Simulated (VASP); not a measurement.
# TiTe2 (P-3m1) in VASP: notebook, part 2 of 2

VASP 6.6.1. The steps go on from the part before.

## 3. Relaxation of cell and atoms, PBE

This run uses another cell than the first one, of 27.35 Å³/atom, 1.022 times its volume.

Contents of INCAR:

```
SYSTEM = TiTe2
  ALGO = Normal
  EDIFF = 1E-7
  EDIFFG = -0.005
  ENCUT = 300
  GGA = PE
  IBRION = 2
  ISIF = 3
  ISMEAR = 1
  LASPH = .TRUE.
  LCHARG = .FALSE.
  LREAL = .FALSE.
  LWAVE = .FALSE.
  NELM = 80
  NSW = 90
  PREC = Accurate
  SIGMA = 0.1
```

Contents of KPOINTS:

```
k-points
0
G
  6 6 3
  0 0 0
```

Contents of POSCAR:

```
TiTe2                                   
1.0
    3.7886502813      0.0000000000     -0.0000000000
   -1.8943251407      3.2810673897     -0.0000000000
   -0.0000000000     -0.0000000000      6.6005631365
  Ti              Te            
     1     2
Direct
     1.0000000000000000    0.0000000000000000    0.0000000000000000
     0.6666666667000030    0.3333333332999970    0.2572344013088060
     0.3333333332999970    0.6666666667000030    0.7427655986911939
```

Potentials or basis: VASP PAW PBE potentials, release 64 (Ti, Te).

On the command line:

```bash
$ cat potpaw_PBE.64/Ti/POTCAR potpaw_PBE.64/Te/POTCAR > POTCAR
$ mpirun -np 1 vasp_std > vasp.out
```

OUTCAR:

```text
SYSTEM = TiTe2
   EDIFF = 1E-7
   EDIFFG = -0.005
   ENCUT = 300
   GGA = PE
   IBRION = 2
   ISIF = 3
   ISMEAR = 1
   LASPH = .TRUE.
   LREAL = .FALSE.
   NELM = 80
   NSW = 90
   PREC = Accurate

 ion  position               nearest neighbor table
   1  0.000  0.000  0.000-   2 2.77   3 2.77   2 2.77   3 2.77   2 2.77   3 2.77
   2  0.667  0.333  0.257-   1 2.77   1 2.77   1 2.77
   3  0.333  0.667  0.743-   1 2.77   1 2.77   1 2.77

  LATTYP: Found a hexagonal cell.
 ALAT       =     3.7886502813
 C/A-ratio  =     1.7421938280

  Lattice vectors:

 A1 = (   3.7886502813,   0.0000000000,   0.0000000000)
 A2 = (  -1.8943251407,   3.2810673897,   0.0000000000)
 A3 = (   0.0000000000,   0.0000000000,   6.6005631365)

Analysis of symmetry for initial positions (statically):
[... 178 lines left out ...]
  Total        0.0157555      0.0157555      0.0135101     -0.0000000      0.0000000      0.0000000
  in kB        0.3076529      0.3076529      0.2638075     -0.0000000      0.0000000      0.0000000
  external PRESSURE =       0.2930378 kB  Pullay stress =       0.0000000 kB
[... 61 lines left out ...]
--------------------------------------- Ionic step        3  -------------------------------------------

 number of electron      15.9999998 magnetization

 Free energy of the ion-electron system (eV)
  ---------------------------------------------------
  ext. energy  EPLUGINS =         0.00000000
  ---------------------------------------------------
  free energy    TOTEN  =       -16.10603420 eV

  energy without entropy =      -16.10808468  energy(sigma->0) =      -16.10671769

 E-fermi :   5.4158     XC(G=0):  -9.6423

 val. band max:        5.3229026655   @ k =   0.3333   0.0000   0.3333
 cond. band min:       5.4362823141   @ k =   0.5000   0.0000   0.0000
 fundamental gap:      0.1133796486
 Fermi energy:         5.4158254043

 k-point     1 :       0.0000    0.0000    0.0000
  band No.  band energies     occupation
      1      -6.8969      2.00000
      2      -5.5126      2.00000
      3       0.3327      2.00000
      4       3.7258      2.00000
      5       3.7258      2.00000
      6       5.7662     -0.00001
      7       5.7810     -0.00000
      8       5.7810     -0.00000
      9       5.8304     -0.00000
     10       6.4535     -0.00000
     11       6.4535     -0.00000
     12       8.4884      0.00000
[... 268 lines left out ...]
  FREE ENERGIE OF THE ION-ELECTRON SYSTEM (eV)
  ---------------------------------------------------
  free  energy   TOTEN  =       -16.1060341989 eV

  energy  without entropy=      -16.1080846835  energy(sigma->0) =      -16.10671769

 reached required accuracy - stopping structural energy minimisation
```

OSZICAR:

```text
N       E                     dE             d eps       ncg     rms          rms(c)
DAV:   1     0.624370252111E+02    0.62437E+02   -0.43589E+03   408   0.704E+02
DAV:   2    -0.110750614666E+02   -0.73512E+02   -0.69564E+02   456   0.163E+02
DAV:   3    -0.182218906173E+02   -0.71468E+01   -0.67396E+01   584   0.503E+01
[... 25 lines left out ...]
DAV:   1    -0.161060367405E+02   -0.35317E-05   -0.85538E-05   412   0.610E-02    0.129E-02
DAV:   2    -0.161060354925E+02    0.12479E-05   -0.10794E-05   612   0.311E-02    0.126E-02
DAV:   3    -0.161060343277E+02    0.11648E-05   -0.60929E-06   564   0.256E-02    0.513E-03
DAV:   4    -0.161060341801E+02    0.14759E-06   -0.13840E-06   436   0.599E-03    0.129E-03
DAV:   5    -0.161060341989E+02   -0.18803E-07   -0.32063E-08   204   0.197E-03
   3 F= -.16106034E+02 E0= -.16106718E+02  d E =-.291141E-05
```

CONTCAR:

```text
TiTe2
   1.00000000000000
     3.7891975268943865   -0.0000000000000083    0.0000000000000000
    -1.8945987634972077    3.2815413182868691   -0.0000000000000000
    -0.0000000000000000    0.0000000000000000    6.6013806684896110
  Ti              Te
     1     2
Direct
     0.0000000000000000    1.0000000000000000    1.0000000000000000
     0.6666666667000030    0.3333333332999970    0.2572299828178191
     0.3333333332999970    0.6666666667000030    0.7427700171821809

  0.00000000E+00  0.00000000E+00  0.00000000E+00
  0.00000000E+00  0.00000000E+00  0.00000000E+00
  0.00000000E+00  0.00000000E+00  0.00000000E+00
```

Wall time 26 s (1 thread of Intel Xeon Platinum 8175M at 2.50GHz (Skylake/Cascade Lake), shared host); peak memory 0.16 GiB.

What came out:

```
Free energy                            : -16.1060 eV
Relaxed volume                         : 27.36 Å³/atom
Relaxed cell                           : a = 3.789 Å, b = 3.789 Å, c = 6.601 Å, α = 90.00°, β = 90.00°, γ = 120.00°
Space group after relaxing (to 0.05 Å) : P-3m1 (No. 164)
Energy gained by relaxing              : 0.0 meV/atom
Ionic steps                            : 3
Pressure after relaxing                : 0.0 GPa
Largest force after relaxing           : 0.004 eV/Å
Band gap on the k mesh                 : none (metal or under the smearing width)
```

Forces on the atoms (eV/Å):
```
Ti   0.000  0.000  0.000
Te   0.000  0.000 -0.004
Te   0.000  0.000  0.004
```

Final structure:
```cif
data_structure
_symmetry_space_group_name_H-M 'P 1'
_symmetry_Int_Tables_number 1
_cell_length_a 3.7892
_cell_length_b 3.7892
_cell_length_c 6.6014
_cell_angle_alpha 90.000
_cell_angle_beta 90.000
_cell_angle_gamma 120.000
_cell_volume 82.08
loop_
_atom_site_label
_atom_site_type_symbol
_atom_site_fract_x
_atom_site_fract_y
_atom_site_fract_z
_atom_site_occupancy
Ti1 Ti 0.00000 0.00000 0.00000 1
Te1 Te 0.66667 0.33333 0.25723 1
Te2 Te 0.33333 0.66667 0.74277 1
```

Levels at points of the mesh, in eV from the Fermi level:
```tsv
k point	band 5	band 6	band 7	band 8	band 9	band 10	band 11	band 12
(0.00, 0.00, 0.00)	-1.69	0.35	0.37	0.37	0.41	1.04	1.04	3.07
(0.50, 0.00, 0.00)	-2.61	-2.37	-1.77	-1.08	0.02	1.09	1.41	2.41
```

Caveat: this functional lacks dispersion, which binds the layers, so the pressure and a relaxed spacing across them are unreliable. The run has no spin-orbit coupling, so splittings on Te are missing.

## 4. Relaxation of cell and atoms, PBEsol

Contents of INCAR:

```
SYSTEM = TiTe2
PREC = Accurate
ENCUT = 600
EDIFF = 1E-6
ISMEAR = 1
SIGMA = 0.1
LREAL = .False.
LASPH = .True.
NELM = 80
ALGO = Normal
ISIF = 3
LWAVE = .False.
LCHARG = .False.
GGA = PS
IBRION = 2
NSW = 90
EDIFFG = -0.01
```

Contents of KPOINTS:

```
Automatic mesh
0
Gamma
  12 12 6
  0 0 0
```

Contents of POSCAR:

```
TiTe2
1.0
    3.7770000000      0.0000000000      0.0000000000
   -1.8885000000      3.2709779501      0.0000000000
    0.0000000000      0.0000000000      6.4980000000
Ti Te
1 2
Direct
    0.0000000000      0.0000000000      0.0000000000
    0.6666666667      0.3333333333      0.2628000000
    0.3333333333      0.6666666667      0.7372000000
```

Potentials or basis: VASP PAW PBE potentials, release 64 (Ti_sv, Te).

On the command line:

```bash
$ cat potpaw_PBE.64/Ti_sv/POTCAR potpaw_PBE.64/Te/POTCAR > POTCAR
$ mpirun -np 1 vasp_std > vasp.out
```

Wall time 10 min (1 thread of Intel Xeon 6975P-C (Granite Rapids), shared host); peak memory 0.35 GiB.

It converged, with:

| Item | Value |
| --- | --- |
| Free energy | -17.5424 eV |
| Relaxed volume | 25.43 Å³/atom |
| Relaxed cell | a = 3.698 Å, b = 3.698 Å, c = 6.441 Å, α = 90.00°, β = 90.00°, γ = 120.00° |
| Space group after relaxing (to 0.05 Å) | P-3m1 (No. 164) |
| Energy gained by relaxing | 9.6 meV/atom |
| Ionic steps | 16 |
| Pressure after relaxing | 0.0 GPa |
| Largest force after relaxing | 0.009 eV/Å |
| Band gap on the k mesh | none (metal or under the smearing width) |

Forces on the atoms (eV/Å):
```
Ti   0.000  0.000  0.000
Te   0.000  0.000  0.009
Te   0.000  0.000 -0.009
```

Step by step:
```csv
step,energy change (eV),largest force (eV/Å),pressure (GPa),volume (Å³)
1,0.0000,0.0923,-2.23,80.28
2,-0.0128,0.4067,1.58,76.02
3,-0.0205,0.2110,0.04,77.59
4,-0.0257,0.1300,-0.01,77.21
5,-0.0274,0.0329,-0.04,76.76
6,-0.0274,0.0455,-0.02,76.82
7,-0.0274,0.0493,-0.02,76.84
8,-0.0279,0.0357,-0.07,76.78
9,-0.0286,0.0052,-0.22,76.61
10,-0.0289,0.0202,0.01,76.31
11,-0.0289,0.0236,0.03,76.27
12,-0.0289,0.0302,0.10,76.19
13,-0.0289,0.0245,0.08,76.26
14,-0.0289,0.0037,-0.07,76.35
15,-0.0289,0.0123,-0.04,76.31
16,-0.0289,0.0087,-0.04,76.29
```

Final structure:
```yaml
crystal:
  lattice:
    - [3.69838, 0.00000, 0.00000]
    - [-1.84919, 3.20289, 0.00000]
    - [0.00000, 0.00000, 6.44050]
  atoms:
    - { symbol: Ti, position: [0.00000, 0.00000, 0.00000] }
    - { symbol: Te, position: [0.66667, 0.33333, 0.26744] }
    - { symbol: Te, position: [0.33333, 0.66667, 0.73256] }
```

Levels at points of the mesh, in eV from the Fermi level:
```csv
k point,band 8,band 9,band 10,band 11,band 12,band 13,band 14,band 15,band 16
"(0.00, 0.00, 0.00)",-1.62,-1.62,0.22,0.42,0.42,0.61,1.28,1.28,3.18
"(0.50, 0.00, 0.00)",-3.94,-2.90,-2.54,-1.74,-1.12,-0.05,1.26,1.61,2.44
"(0.00, 0.00, 0.50)",-2.98,-1.54,-1.54,0.41,0.41,0.90,0.90,1.06,3.69
"(0.50, 0.00, 0.50)",-4.87,-2.58,-2.07,-0.98,-0.49,-0.41,1.26,1.60,2.67
```

Caveat: the PAW data sets were made with another functional, which shifts forces and pressure a little; this functional lacks dispersion, which binds the layers, so the pressure and a relaxed spacing across them are unreliable.
